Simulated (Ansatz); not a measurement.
Crystal: CaO.

```
Ca O
1.0
    -1.55296    1.55296    5.82128
     1.55296   -1.55296    5.82128
     1.55296    1.55296   -5.82128
Ca O
2 2
Direct
  0.04236 0.04236 0.00000
  0.79236 0.29236 0.50000
  0.45764 0.45764 0.00000
  0.20764 0.70764 0.50000
```

The cell was built by a generator and needn't be a form met in nature.

| Property | Result |
| --- | --- |
| Program | Ansatz 0.2.0 |
| Task | relaxation of cell and atoms |
| Functional | BLYP |
| Potentials or basis | Ansatz PAW |
| Cutoff | 420 eV (not typed: the program's choice for these potentials) |
| k mesh | 9 × 9 × 9 |
| Occupations | fermi-dirac, width 0.05 eV |
| Spin | no spin polarisation |

At the start: volume 14.04 Å³/atom.

Where does the relaxation end?

It ends after 8 steps and the volume is 14.43 Å³/atom (+2.7 %); space group I4_1md (No. 109, to 0.05 Å).

The path:
| step | energy change (eV) | largest force (eV/Å) | volume (Å³) |
| --- | --- | --- | --- |
| 1 | 0.0000 | 0.0080 | 56.16 |
| 2 | -0.0052 | 0.0171 | 57.96 |
| 3 | -0.0069 | 0.0037 | 57.62 |
| 4 | -0.0071 | 0.0061 | 57.57 |
| 5 | -0.0070 | 0.0003 | 57.61 |
| 6 | -0.0125 | 0.0002 | 57.61 |
| 7 | -0.0122 | 0.0000 | 57.70 |
| 8 | -0.0126 | 0.0000 | 57.70 |

Final structure:
```
Ca O
1.0
    -1.56661    1.56661    5.87752
     1.56661   -1.56661    5.87752
     1.56661    1.56661   -5.87752
Ca O
2 2
Direct
  0.04198 0.04198 0.00000
  0.79198 0.29198 0.50000
  0.45802 0.45802 0.00000
  0.20802 0.70802 0.50000
```

Caveat: the plane-wave basis is chosen anew once the cell has moved, so the energies of steps on either side of that aren't comparable; the pressure holds a Pulay correction of +0.5 GPa for the finite cutoff; the PAW data sets come from PBE, with cores solved anew for the run's functional, which leaves a small shift of forces and pressure.
